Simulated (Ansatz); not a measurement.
## Au under changes of volume

One of the cells (18.207 Å³/atom); the others are scaled copies at fixed shape and fractional positions:

```xyz
1
Lattice="-1.6573 1.6573 1.6573 1.6573 -1.6573 1.6573 1.6573 1.6573 -1.6573" Properties=species:S:1:pos:R:3 pbc="T T T"
Au    0.0000    0.0000    0.0000
```

This isn't the form of Au at room conditions, which is fcc.

```yaml
Program: Ansatz 0.2.0
Functional: HSE06
Potentials_or_basis: Ansatz PAW
Cutoff: "420 eV (not typed: the program's choice for these potentials)"
k_mesh: 6 × 6 × 6
Occupations: fermi-dirac, width 0.05 eV
Spin: no spin polarisation
```

```tsv
volume (Å³/atom)	energy over the lowest point (meV/atom)	pressure (GPa)
17.115	7.28	4.9
17.479	0.04	1.5
17.843	0.00	-1.5
18.207	6.14	-4.0
18.571	?	?
18.935	34.14	-8.2
19.299	54.69	-9.9
```

What does the run at 18.571 Å³/atom give?

Energy over the lowest point 17.72 meV/atom; pressure -6.3 GPa.

Worked out: A Birch-Murnaghan fit of order 3 (a polynomial in V^(-2/3)) to the other rows has its minimum at 17.66 Å³/atom with B0 = V·E''(V) = 142 GPa and B' = 5.5. It gives 17.76 meV/atom at 18.571 Å³/atom, against the run's 17.72, and -dE/dV = -6.2 GPa, against -6.3.

Energies are extrapolated to zero smearing.

Caveats: all runs use coarse meshes; the PAW data sets come from PBE, with cores solved anew for the run's functional, which leaves a small shift of forces and pressure; the thresholds are loose for stress.
